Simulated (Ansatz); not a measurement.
## CuO: band structure with PBE

CuO:

```
Cu O
1.0
     2.30558   -1.72961    0.07281
     2.31576    1.74354    0.04815
    -0.70809   -0.03897    5.12907
Cu O
2 2
Direct
  0.01425 0.47965 0.06043
  0.47088 0.15407 0.47412
  0.56927 0.29603 0.26394
  0.44560 0.57025 0.70150
```

The cell isn't the ideal one: all atoms moved at random, sigma 0.25 Å a component, cell strained at random, sigma 0.03.

```
Program                             : Ansatz 0.2.0
Task                                : band structure
Functional                          : PBE
Potentials or basis                 : PseudoDojo stringent (PBE files)
Cutoff                              : 1415 eV
Density cutoff                      : 5660 eV
k mesh                              : 10 × 10 × 5
Occupations                         : fermi-dirac, width 0.05 eV
Spin                                : no spin polarisation
Path                                : [["X", "G", "Y"], ["L", "G", "Z"], ["N", "G", "M"], ["R", "G"]]
Points for each segment of the path : 14
```

```json
{
  "Pressure": "97.6 GPa",
  "Largest force": "42.090 eV/Å",
  "Band gap on the k mesh": "none (metal or under the smearing width)"
}
```

Forces on the atoms (eV/Å):
```
Cu    0.108   1.174  -3.422
Cu  -26.623  -7.086  31.822
O    22.994   2.333 -34.652
O     3.520   3.579   6.252
```

Stress tensor (GPa, compression positive):
```
 88.08  10.28 -77.93
 10.28  28.23   2.00
-77.93   2.00 176.46
```

Levels at the corners of the path, in eV from the Fermi level:
```csv
point,band 22,band 23,band 24,band 25,band 26,band 27
X,-2.19,-1.32,-0.75,-0.16,0.23,2.49
Γ,-2.03,-1.74,-0.30,0.12,0.25,1.41
Y,-2.21,-1.92,-1.57,0.08,0.61,3.92
L,-2.06,-1.80,-0.87,-0.62,0.02,4.68
Γ,-2.03,-1.74,-0.30,0.12,0.25,1.41
Z,-2.03,-1.49,-1.28,-0.06,0.36,4.60
N,-1.98,-1.68,-1.22,-0.15,0.55,4.22
Γ,-2.03,-1.74,-0.30,0.12,0.25,1.41
M,-2.19,-1.79,-1.48,-1.13,0.97,3.64
R,-1.93,-1.74,-1.34,-0.92,0.30,4.45
Γ,-2.03,-1.74,-0.30,0.12,0.25,1.41
```

Run time: 2.7 min on 2 threads of Arm Neoverse V1, with other jobs on the host, peak memory 1.4 GiB.

Caveat: the cell as given lies far from equilibrium; the run has no spin polarisation, though such a crystal can be magnetic; semilocal functionals often make such compounds metallic where correlation or magnetic order opens a gap, which also shifts bond lengths; forces of over 1 eV/Å show positions far from the minimum, so gaps and moduli don't describe the material at rest.
